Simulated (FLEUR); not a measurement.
# GaN (F-43m) in FLEUR: notebook, part 2 of 3

FLEUR MaX-R8.1 (later development tree). Earlier steps stand in the parts before.

### 3 Band structure, r2SCAN

Changes to inp.xml since step 2:

```diff
@@ -7,5 +7,8 @@
       <cutoffs Kmax="5.05" Gmax="15.7" GmaxXC="15.7" numbands="0"/>
-      <scfLoop itmax="60" minDistance="0.00001" maxIterBroyd="15" imix="Anderson" alpha="0.05" precondParam="0.0" spinf="2.0" sdNocoIR="T"/>
-      <coreElectrons ctail="T" frcor="F" kcrel="0" coretail_lmax="0"/>
-      <xcFunctional name="vwn" relativisticCorrections="F"/>
+      <scfLoop itmax="80" minDistance="0.0001" maxIterBroyd="30" imix="Anderson" alpha="0.05" precondParam="0.0" spinf="2.0" sdNocoIR="T"/>
+      <coreElectrons ctail="F" frcor="F" kcrel="0" coretail_lmax="0"/>
+      <xcFunctional name="LibXC" relativisticCorrections="F">
+         <LibXCName exchange="mgga_x_r2scan" correlation="mgga_c_r2scan"/>
+         <AuxGGA exchange="117" correlation="130"/>
+      </xcFunctional>
       <magnetism jspins="1"/>
```

Contents of crystal.txt:

```
GaN
&input cartesian=F /
0.0000000000  2.2535006075  2.2535006075
2.2535006075  0.0000000000  2.2535006075
2.2535006075  2.2535006075  0.0000000000
1.8897261246
1.0 1.0 1.0

2
31 0.0000000000  0.0000000000  0.0000000000
7 0.2500000000  0.2500000000  0.2500000000

&kpt div1=10 div2=10 div3=10 gamma=T /
```

Changes to inp.xml (bands) since step 2:

```diff
@@ -7,5 +7,8 @@
       <cutoffs Kmax="5.05" Gmax="15.7" GmaxXC="15.7" numbands="0"/>
-      <scfLoop itmax="60" minDistance="0.00001" maxIterBroyd="15" imix="Anderson" alpha="0.05" precondParam="0.0" spinf="2.0" sdNocoIR="T"/>
-      <coreElectrons ctail="T" frcor="F" kcrel="0" coretail_lmax="0"/>
-      <xcFunctional name="vwn" relativisticCorrections="F"/>
+      <scfLoop itmax="80" minDistance="0.0001" maxIterBroyd="30" imix="Anderson" alpha="0.05" precondParam="0.0" spinf="2.0" sdNocoIR="T"/>
+      <coreElectrons ctail="F" frcor="F" kcrel="0" coretail_lmax="0"/>
+      <xcFunctional name="LibXC" relativisticCorrections="F">
+         <LibXCName exchange="mgga_x_r2scan" correlation="mgga_c_r2scan"/>
+         <AuxGGA exchange="117" correlation="130"/>
+      </xcFunctional>
       <magnetism jspins="1"/>
```

Potentials or basis: all-electron, FLAPW.

Launch:

```bash
inpgen -f crystal.txt -profile fastHighL
# inp.xml edited to the form shown
fleur_MPI
fleur_MPI   # second run, on inp.xml (bands)
```

Output:

```text
Welcome to FLEUR        (www.flapw.de)
      MaX-Release 8.1          (www.max-centre.eu)
 func_ids         498         497         498         497
 MetaGGA potential functional detected - V_tau will be computed
 Auxiliary Potential for radial basis: exchange=         117  correlation=         130
The functional 'Re-regularized SCAN exchange by Furness et al' is an exchange functional, it belongs to the 'MGGA' family and is defined in the reference(s):
[1] J. W. Furness, A. D. Kaplan, J. Ning, J. P. Perdew, and J. Sun.,  J. Phys. Chem. Lett. 11, 8208-8215 (2020)
[2] J. W. Furness, A. D. Kaplan, J. Ning, J. P. Perdew, and J. Sun.,  J. Phys. Chem. Lett. 11, 9248-9248 (2020)
The functional 'Re-regularized SCAN correlation by Furness et al' is a correlation functional, it belongs to the 'MGGA' family and is defined in the reference(s):
[1] J. W. Furness, A. D. Kaplan, J. Ning, J. P. Perdew, and J. Sun.,  J. Phys. Chem. Lett. 11, 8208-8215 (2020)
[2] J. W. Furness, A. D. Kaplan, J. Ning, J. P. Perdew, and J. Sun.,  J. Phys. Chem. Lett. 11, 9248-9248 (2020)
 Using same functional for VXC and EXC
[... 39 lines left out ...]
 Using same functional for VXC and EXC
 Iteration:     3   Distance:      23.57449766 me/bohr^3
The functional 'Hammer, Hansen, and Norskov' is an exchange functional, it belongs to the 'GGA' family and is defined in the reference(s):
[1] B. Hammer, L. B. Hansen, and J. K. Nørskov.,  Phys. Rev. B 59, 7413 (1999)
[... 61 lines left out ...]
The functional 'Hammer, Hansen, and Norskov' is an exchange functional, it belongs to the 'GGA' family and is defined in the reference(s):
[1] B. Hammer, L. B. Hansen, and J. K. Nørskov.,  Phys. Rev. B 59, 7413 (1999)
The functional 'Perdew, Burke & Ernzerhof' is a correlation functional, it belongs to the 'GGA' family and is defined in the reference(s):
[1] J. P. Perdew, K. Burke, and M. Ernzerhof.,  Phys. Rev. Lett. 77, 3865 (1996)
[2] J. P. Perdew, K. Burke, and M. Ernzerhof.,  Phys. Rev. Lett. 78, 1396 (1997)
 Using same functional for VXC and EXC
 Iteration:    13   Distance:       0.00051540 me/bohr^3
The functional 'Hammer, Hansen, and Norskov' is an exchange functional, it belongs to the 'GGA' family and is defined in the reference(s):
[1] B. Hammer, L. B. Hansen, and J. K. Nørskov.,  Phys. Rev. B 59, 7413 (1999)
The functional 'Perdew, Burke & Ernzerhof' is a correlation functional, it belongs to the 'GGA' family and is defined in the reference(s):
[1] J. P. Perdew, K. Burke, and M. Ernzerhof.,  Phys. Rev. Lett. 77, 3865 (1996)
[2] J. P. Perdew, K. Burke, and M. Ernzerhof.,  Phys. Rev. Lett. 78, 1396 (1997)
 Using same functional for VXC and EXC
 Iteration:    14   Distance:       0.00004777 me/bohr^3

 ********************************************************************
 Run finished successfully
 Stop message:
   all done
 ********************************************************************
```

output (bands):

```text
Welcome to FLEUR        (www.flapw.de)
      MaX-Release 8.1          (www.max-centre.eu)
 func_ids         498         497         498         497
 MetaGGA potential functional detected - V_tau will be computed
 Auxiliary Potential for radial basis: exchange=         117  correlation=         130
[... 33 lines left out ...]
       A convenient way of extracting and plotting the data from that file is by making use of the

 ********************************************************************
 Run finished successfully
 Stop message:
   Charge density postprocessing done.
 ********************************************************************
```

Run time: 2.5 min. Hardware: 1 thread of Intel Xeon at 2.50GHz (Skylake/Cascade Lake), shared host; peak memory 0.07 GiB.

What came out:

```yaml
Free_energy: -54399.0387 eV
Band_gap_on_the_k_mesh: 2.15 eV, direct
Band_gap_along_the_path: 2.15 eV, direct
Valence_electrons_inside_the_program's_atomic_spheres: Ga 18.72; N 3.59 (radii Ga 1.94, N 1.48 bohr)
```

Levels at the corners of the path, in eV from the valence-band top:
| point | band 9 | band 10 | band 11 | band 12 | band 13 | band 14 | band 15 | band 16 | band 17 | band 18 |
| --- | --- | --- | --- | --- | --- | --- | --- | --- | --- | --- |
| Γ | -13.55 | -13.55 | 0.00 | 0.00 | 0.00 | 2.15 | 11.03 | 11.03 | 11.03 | 18.61 |
| X | -13.47 | -12.01 | -6.21 | -2.78 | -2.78 | 3.78 | 7.27 | 12.59 | 14.96 | 14.96 |
| W | -13.54 | -11.73 | -5.75 | -3.79 | -3.69 | 6.73 | 9.15 | 10.97 | 11.86 | 16.23 |
| K | -13.51 | -11.85 | -5.93 | -4.34 | -2.23 | 5.48 | 8.56 | 11.90 | 13.69 | 14.43 |
| Γ | -13.55 | -13.55 | 0.00 | 0.00 | 0.00 | 2.15 | 11.03 | 11.03 | 11.03 | 18.61 |
| L | -13.50 | -12.40 | -7.14 | -0.99 | -0.99 | 5.20 | 9.46 | 11.01 | 11.01 | 16.53 |
| U | -13.51 | -11.85 | -5.93 | -4.34 | -2.23 | 5.48 | 8.56 | 11.90 | 13.69 | 14.43 |
| W | -13.54 | -11.73 | -5.75 | -3.79 | -3.69 | 6.73 | 9.15 | 10.97 | 11.86 | 16.23 |
| L | -13.50 | -12.40 | -7.14 | -0.99 | -0.99 | 5.20 | 9.46 | 11.01 | 11.01 | 16.53 |
| K | -13.51 | -11.85 | -5.93 | -4.34 | -2.23 | 5.48 | 8.56 | 11.90 | 13.69 | 14.43 |
| U | -13.51 | -11.85 | -5.93 | -4.34 | -2.23 | 5.48 | 8.56 | 11.90 | 13.69 | 14.43 |
| X | -13.47 | -12.01 | -6.21 | -2.78 | -2.78 | 3.78 | 7.27 | 12.59 | 14.96 | 14.96 |

Core levels (eV from the Fermi level):
```
atom                                                       levels
1 Ga  1s1/2 -10221.4, 2s1/2 -1255.1, 2p1/2 -1109.9, 2p3/2 -1082.3
 2 N                                                 1s1/2 -375.2
```

Caveat: the meta-GGA is that of a development version, with a GGA for the radial functions and cores and without core tails.

(Part 2 of 3 ends here.)
